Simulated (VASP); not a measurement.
# InAgTe2 (I-42d) in VASP: single point with PBE

Aim: the single point of InAgTe2 with PBE.

All numbers are computed with VASP 6.6.1; they aren't measurements. Logs are shortened: lines on timing, memory, paths and dates and some standing lists are left out, and cuts for length are marked.

## Step 1: Starting point

The structure is tetragonal, space group I-42d (No. 122). Conventional cell: a = 6.569 Å, b = 6.569 Å, c = 12.997 Å, α = 90.00°, β = 90.00°, γ = 90.00°. Around In (site symmetry -4) lie 4 Te at 2.86 Å. Ag (site symmetry -4) has 4 Te at 2.81 Å as nearest neighbours. Te (site symmetry 2) is surrounded by 2 Ag at 2.81 Å and 2 In at 2.86 Å.

## Step 2: Single point, PBE

Contents of INCAR:

```
PREC = Accurate ; ENCUT = 520
EDIFF = 1E-6 ; ISMEAR = 1
SIGMA = 0.00819 ; LREAL = F
LASPH = T ; NELM = 100
ALGO = Fast ; ISIF = 2
LWAVE = F ; LCHARG = T
GGA = PE ; LELF = T
LVHAR = T ; NBANDS = 46
```

Contents of KPOINTS:

```
regular mesh
0
Gamma
  6 6 6
```

Contents of POSCAR:

```
InAgTe2
1.0
    7.9876780057      0.0486950875      0.0000003055
    2.5401750868      7.5731685353      0.0000003055
   -5.2639267231     -3.8109319394      4.6447006730
In Ag Te
2 2 4
Direct
    0.5000000000      0.5000000000      0.0000000000
    0.2500000000      0.7500000000      0.5000000000
    0.0000000000      0.0000000000      0.0000000000
    0.7500000000      0.2500000000      0.5000000000
    0.3750000000      0.3694874464      0.4944874464
    0.6305125536      0.1250000000      1.0055125536
    0.8750000000      0.8805125536      0.5055125536
    0.1194874464      0.6250000000     -0.0055125536
```

Potentials or basis: VASP PAW PBE potentials, release 64 (In_d, Ag, Te).

On the command line:

```
$ cat potpaw_PBE.64/In_d/POTCAR potpaw_PBE.64/Ag/POTCAR potpaw_PBE.64/Te/POTCAR > POTCAR
$ mpirun -np 1 vasp_std > vasp.out
```

OUTCAR:

```text
PREC = Accurate
   ENCUT = 520
   EDIFF = 1E-6
   ISMEAR = 1
   LREAL = F
   LASPH = T
   NELM = 100
   ISIF = 2
   GGA = PE

 ion  position               nearest neighbor table
   1  0.500  0.500  0.000-   8 2.86   5 2.86   6 2.86   7 2.86
   2  0.250  0.750  0.500-   7 2.86   8 2.86   5 2.86   6 2.86
   3  0.000  0.000  0.000-   6 2.81   7 2.81   8 2.81   5 2.81
   4  0.750  0.250  0.500-   5 2.81   6 2.81   7 2.81   8 2.81
   5  0.375  0.369  0.494-   4 2.81   3 2.81   1 2.86   2 2.86
   6  0.631  0.125  0.006-   3 2.81   4 2.81   1 2.86   2 2.86
   7  0.875  0.881  0.506-   3 2.81   4 2.81   2 2.86   1 2.86
   8  0.119  0.625  0.994-   3 2.81   4 2.81   1 2.86   2 2.86

  LATTYP: Found a body centered tetragonal cell.
 ALAT       =     6.5685991170
 C/A-ratio  =     1.9786942873

  Lattice vectors:

 A1 = (   7.9876780057,   0.0486950875,   0.0000003055)
 A2 = (   2.5401750868,   7.5731685353,   0.0000003055)
 A3 = (  -5.2639267231,  -3.8109319394,   4.6447006730)

Analysis of symmetry for initial positions (statically):
=====================================================================
 Subroutine PRICEL returns:
 Original cell was already a primitive cell.

 Routine SETGRP: Setting up the symmetry group for a
 body centered tetragonal supercell.

 Subroutine GETGRP returns: Found  8 space group operations
 (whereof  4 operations were pure point group operations)
 out of a pool of 16 trial point group operations.

The static configuration has the point symmetry S_4 .
 The point group associated with its full space group is D_2d.

Analysis of symmetry for dynamics (positions and initial velocities):
=====================================================================
 Subroutine PRICEL returns:
 Original cell was already a primitive cell.

 Routine SETGRP: Setting up the symmetry group for a
 body centered tetragonal supercell.

 Subroutine GETGRP returns: Found  8 space group operations
 (whereof  4 operations were pure point group operations)
 out of a pool of 16 trial point group operations.

The dynamic configuration has the point symmetry S_4 .
 The point group associated with its full space group is D_2d.

 Subroutine INISYM returns: Found  8 space group operations
 (whereof  4 operations are pure point group operations),
 and found     1 'primitive' translations

----------------------------------------------------------------------------------------

                                     Primitive cell

  volume of cell :     280.3929

  direct lattice vectors                    reciprocal lattice vectors
     7.987678006  0.048695087  0.000000305     0.125449343 -0.042077940  0.107649560
     2.540175087  7.573168535  0.000000305    -0.000806637  0.132315683  0.107649560
    -5.263926723 -3.810931939  4.644700673    -0.000000008 -0.000000006  0.215299113

  length of vectors
     7.987826434  7.987826434  7.987826434     0.170577016  0.170577016  0.215299113

  position of ions in fractional coordinates (direct lattice)
     0.500000000  0.500000000  0.000000000
     0.250000000  0.750000000  0.500000000
     0.000000000  0.000000000  0.000000000
     0.750000000  0.250000000  0.500000000
     0.375000000  0.369487446  0.494487446
     0.630512554  0.125000000  0.005512554
     0.875000000  0.880512554  0.505512554
     0.119487446  0.625000000  0.994487446

  ion indices of the primitive-cell ions
   primitive index   ion index
                 1           1
                 2           2
                 3           3
                 4           4
                 5           5
                 6           6
                 7           7
                 8           8

----------------------------------------------------------------------------------------

 KPOINTS: regular mesh

Automatic generation of k-mesh.
 Grid dimensions read from file:
 generate k-points for:    6    6    6

 Generating k-lattice:

  Cartesian coordinates                     Fractional coordinates (reciprocal lattice)
     0.020908224 -0.007012990  0.017941593     0.166666667  0.000000000  0.000000000
    -0.000134440  0.022052614  0.017941593     0.000000000  0.166666667 -0.000000000
    -0.000000001 -0.000000001  0.035883185    -0.000000000 -0.000000000  0.166666667

  Length of vectors
     0.028429503  0.028429503  0.035883185

  Shift w.r.t. Gamma in fractional coordinates (k-lattice)
     0.000000000  0.000000000  0.000000000

 Subroutine IBZKPT returns following result:
 ===========================================

 Found     30 irreducible k-points:

 Following reciprocal coordinates:
            Coordinates               Weight
  0.000000  0.000000  0.000000      1.000000
  0.166667  0.000000 -0.000000      8.000000
  0.333333  0.000000 -0.000000      8.000000
  0.500000 -0.000000  0.000000      4.000000
  0.166667  0.166667 -0.000000      8.000000
  0.333333  0.166667 -0.000000     16.000000
[... 16 lines left out ...]
 -0.333333 -0.333333  0.166667      8.000000
 -0.166667 -0.333333  0.166667      8.000000
 [... further k-points ...]
   k-points           NKPTS =     30   k-points in BZ     NKDIM =     30   number of bands    NBANDS=     46
   number of dos      NEDOS =    301   number of ions     NIONS =      8
   total plane-waves  NPLWV = 216000
   dimension x,y,z NGX =    60 NGY =   60 NGZ =   60
   dimension x,y,z NGXF=   120 NGYF=  120 NGZF=  120
   ions per type =               2   2   4
   NGX,Y,Z   is equivalent  to a cutoff of  12.49, 12.49, 12.49 a.u.
   NGXF,Y,Z  is equivalent  to a cutoff of  24.97, 24.97, 24.97 a.u.
 SYSTEM =  unknown system
   PREC   = accura    normal or accurate (medium, high low for compatibility)
   ISTART =      0    job   : 0-new  1-cont  2-samecut
   ICHARG =      2    charge: 1-file 2-atom 10-const
   ISPIN  =      1    spin polarized calculation?
   LNONCOLLINEAR =      F non collinear calculations
   LSORBIT =      F    spin-orbit coupling
   LASPH  =      T    aspherical Exc in radial PAW
   ENCUT  =  520.0 eV  38.22 Ry    6.18 a.u.  14.85 14.85 14.85*2*pi/ulx,y,z
   NELM   =    100;   NELMIN=  2; NELMDL= -5     # of ELM steps
   EDIFF  = 0.1E-05   stopping-criterion for ELM
   LREAL  =      F    real-space projection
   EDIFFG = 0.1E-04   stopping-criterion for IOM
   NSW    =      0    number of steps for IOM
   IBRION =     -1    ionic relax: 0-MD 1-quasi-New 2-CG
   NFREE  =      0    steps in history (QN), initial steepest desc. (CG)
   ISIF   =      2    stress and relaxation
   ISYM   =      2    0-nonsym 1-usesym 2-fastsym
   POTIM  = 0.5000    time-step for ionic-motion
   TEBEG  =    0.0;   TEEND  =   0.0 temperature during run
   PSTRESS=    0.0 pullay stress
   NELECT =      72.0000    total number of electrons
   NUPDOWN=      -1.0000    fix difference up-down
   EMIN   =  10.00;   EMAX   =-10.00  energy-range for DOS
   EFERMI =   0.00;   METHOD = LEGACY
   ISMEAR =     1;   SIGMA  =   0.01  broadening in eV -4-tet -1-fermi 0-gaus
   EFERMI_NEDOS =   21; number of points for ismear=-14 and -15
   IALGO  =     68    algorithm
   IMIX   =      4    mixing-type and parameters
     AMIX     =   0.40;   BMIX     =  1.00
     AMIX_MAG =   1.60;   BMIX_MAG =  1.00
  volume/ion in A,a.u.               =      35.05       236.52
  Fermi-wavevector in a.u.,A,eV,Ry     =   1.040551  1.966356 14.731657  1.082746
  Thomas-Fermi vector in A             =   2.175132
   LORBIT       =      0    0 simple, 1 ext, 2 COOP (PROOUT), +10 PAW based schemes
   GGA     = PE    functional components
   LHFCALC =     F    Hartree Fock is set to
   AEXX    =    0.0000 exact exchange contribution
   IVDW    =     0    specifies the selected vdW correction
   LEPSILON=     F    determine dielectric tensor
   LRPA    =     F    only Hartree local field effects (RPA)
 non-spin polarized calculation
 RMM-DIIS sequential band-by-band and
 Methfessel and Paxton  Order N= 1 SIGMA  =   0.01
  energy-cutoff  :      520.00
  volume of cell :      280.39
 maximum number of plane-waves:      7584
   NGX = 29   NGY = 29   NGZ = 29

 number of electron      72.0000000 magnetization

 Free energy of the ion-electron system (eV)
  ---------------------------------------------------
  ext. energy  EPLUGINS =         0.00000000
  ---------------------------------------------------
  free energy    TOTEN  =       -25.46290717 eV

  energy without entropy =      -25.46290936  energy(sigma->0) =      -25.46290790

 E-fermi :   4.0372     XC(G=0):  -8.4792

 val. band max:        3.9909047537   @ k =   0.0000   0.0000   0.0000
 cond. band min:       4.0440602806   @ k =   0.0000   0.0000   0.0000
 fundamental gap:      0.0531555269
 Fermi energy:         4.0371652651

 k-point     1 :       0.0000    0.0000    0.0000
  band No.  band energies     occupation
      1     -10.7054      2.00000
      2     -10.7010      2.00000
      3     -10.7010      2.00000
      4     -10.6490      2.00000
      5     -10.6358      2.00000
      6     -10.6358      2.00000
[... 38 lines left out ...]
     45       8.3778      0.00000
     46       8.3778      0.00000

 k-point     2 :       0.1667    0.0000   -0.0000
  band No.  band energies     occupation
      1     -10.7052      2.00000
      2     -10.7015      2.00000
      3     -10.6990      2.00000
      4     -10.6498      2.00000
      5     -10.6387      2.00000
      6     -10.6351      2.00000
[... 38 lines left out ...]
     45       8.3183      0.00000
     46       8.5928      0.00000

 k-point     3 :       0.3333    0.0000   -0.0000
  band No.  band energies     occupation
      1     -10.7051      2.00000
      2     -10.7028      2.00000
      3     -10.6934      2.00000
      4     -10.6525      2.00000
      5     -10.6439      2.00000
      6     -10.6338      2.00000
[... 38 lines left out ...]
     45       8.5963      0.00000
     46       8.8278      0.00000

 k-point     4 :       0.5000   -0.0000    0.0000
  band No.  band energies     occupation
      1     -10.7045      2.00000
      2     -10.7042      2.00000
      3     -10.6895      2.00000
      4     -10.6554      2.00000
      5     -10.6458      2.00000
      6     -10.6332      2.00000
[... 920 lines left out ...]
     45       8.4744      0.00000
     46       8.7140      0.00000

 k-point    23 :      -0.3333   -0.3333    0.1667
  band No.  band energies     occupation
      1     -10.7047      2.00000
      2     -10.7043      2.00000
      3     -10.6893      2.00000
      4     -10.6632      2.00000
      5     -10.6353      2.00000
      6     -10.6339      2.00000
[... 38 lines left out ...]
     45       8.7739      0.00000
     46       8.8645      0.00000

 k-point    24 :      -0.1667   -0.3333    0.1667
  band No.  band energies     occupation
      1     -10.7036      2.00000
      2     -10.7035      2.00000
      3     -10.6957      2.00000
      4     -10.6574      2.00000
      5     -10.6359      2.00000
      6     -10.6332      2.00000
[... 38 lines left out ...]
     45       8.4230      0.00000
     46       8.6740      0.00000

 [... further k-points ...]

------------------------ aborting loop because EDIFF is reached ----------------------------------------

  FORCE on cell =-STRESS in cart. coord.  units (eV):
  Direction    XX          YY          ZZ          XY          YZ          ZX
  --------------------------------------------------------------------------------------
  -------------------------------------------------------------------------------------
  Total       -0.0522760     -0.0533146     -0.0544586      0.0015802      0.0000000      0.0000000
  in kB       -0.2987073     -0.3046422     -0.3111791      0.0090293      0.0000000      0.0000000
  external PRESSURE =      -0.3048429 kB  Pullay stress =       0.0000000 kB

 VOLUME and BASIS-vectors are now :
 -----------------------------------------------------------------------------
  energy-cutoff  :      520.00
  volume of cell :      280.39
      direct lattice vectors                 reciprocal lattice vectors
     7.987678006  0.048695087  0.000000305     0.125449343 -0.042077940  0.107649560
     2.540175087  7.573168535  0.000000305    -0.000806637  0.132315683  0.107649560
    -5.263926723 -3.810931939  4.644700673    -0.000000008 -0.000000006  0.215299113

 POSITION                                       TOTAL-FORCE (eV/Angst)
 -----------------------------------------------------------------------------------
      5.26393      3.81093      0.00000        -0.000000      0.000000      0.000000
      1.27009      3.78658      2.32235        -0.000000      0.000000      0.000000
      0.00000      0.00000      0.00000        -0.000000      0.000000      0.000000
      3.99384      0.02435      2.32235        -0.000000      0.000000      0.000000
      1.33100      0.93199      2.29675         0.003121     -0.004310     -0.005321
      5.32484      0.95634      0.02560         0.003121     -0.004310      0.005321
      6.56489      4.78440      2.34796        -0.003121      0.004310      0.005321
     -2.69287      0.94912      4.61910        -0.003121      0.004310     -0.005321
 -----------------------------------------------------------------------------------
    total drift:                                0.000000      0.000000     -0.000000

  FREE ENERGIE OF THE ION-ELECTRON SYSTEM (eV)
  ---------------------------------------------------
  free  energy   TOTEN  =       -25.4629071662 eV

  energy  without entropy=      -25.4629093646  energy(sigma->0) =      -25.46290790
```

Run time: 8.8 min. Hardware: 1 thread of Intel Xeon Platinum 8488C (Sapphire Rapids), shared host; peak memory 0.7 GiB.

Results:

* Free energy: -25.4629 eV
* Pressure: 0.0 GPa
* Largest force: 0.008 eV/Å
* Band gap on the k mesh: 0.05 eV, direct

Forces in eV/Å, atoms in the order of the input:
```
In   0.000  0.000  0.000
In   0.000  0.000  0.000
Ag   0.000  0.000  0.000
Ag   0.000  0.000  0.000
Te   0.003 -0.004 -0.005
Te   0.003 -0.004  0.005
Te  -0.003  0.004  0.005
Te  -0.003  0.004 -0.005
```

Caveat: spin-orbit coupling is left out, which moves the levels of the heavy elements. As with any semilocal functional, this PBE gap is likely too small.
